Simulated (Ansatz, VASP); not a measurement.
This is a calculation of Ge (Germanium) for VASP 6.6.1. 

Contents of INCAR:

```
SYSTEM = Ge
  ALGO = Normal
  EDIFF = 1E-6
  ENCUT = 520
  GGA = PE
  ISIF = 2
  ISMEAR = 0
  LASPH = .TRUE.
  LCHARG = .TRUE.
  LELF = .TRUE.
  LREAL = .FALSE.
  LVHAR = .TRUE.
  LWAVE = .FALSE.
  NBANDS = 21
  NELM = 80
  PREC = Accurate
  SIGMA = 0.018000000000000002
```

File KPOINTS:

```
k-points
0
G
  8 8 8
  0 0 0
```

File POSCAR:

```
Ge
1.0
    0.0000000000      2.8289100000      2.8289100000
    2.8289100000      0.0000000000      2.8289100000
    2.8289100000      2.8289100000      0.0000000000
Ge
2
Direct
    0.7500000000      0.7500000000      0.7500000000
    0.5000000000      0.5000000000      0.5000000000
```

Potentials or basis: VASP PAW PBE potentials, release 64 (Ge_d).

The run is started by

```bash
$ cat potpaw_PBE.64/Ge_d/POTCAR > POTCAR
$ mpirun -np 1 vasp_std > vasp.out
```

Task: Set up the same calculation for Ansatz 0.2.0. Potentials or basis there: all-electron LAPW, scalar-relativistic.

Result: As run (cutoffs and basis follow the program's own potentials, and thresholds, step limits or extra output files can differ):

Contents of input.yaml:

```yaml
crystal:
  lattice:
    - [0.0, 2.82891, 2.82891]
    - [2.82891, 0.0, 2.82891]
    - [2.82891, 2.82891, 0.0]
  atoms:
    - { symbol: Ge, position: [0.75, 0.75, 0.75] }
    - { symbol: Ge, position: [0.5, 0.5, 0.5] }
kpoints:
  mp_grid: { grid: [8, 8, 8] }
scf:
  occupations: { method: gaussian, width: 0.018 }
hamiltonian:
  xc: pbe
  pseudopotentials: { kind: all_electron, lapw: { basis_error: 0.001 } }
output:
  forces: true
  stress: true
  eigenvalues: true
```

Potentials or basis: all-electron LAPW, scalar-relativistic.

Launch:

```sh
$ ansatz run input.yaml --threads 1 --pin off --max-ram 3072MiB --backend cpu --events-out ev --progress --plain --runs-dir out
```

Both were run:

|  | VASP | Ansatz |
| --- | --- | --- |
| Pressure | 3.5 GPa | 3.6 GPa |

Where Ansatz's input types no cutoff or centring, it takes its own default and a Γ-centred mesh.

Pressure is positive in compression.
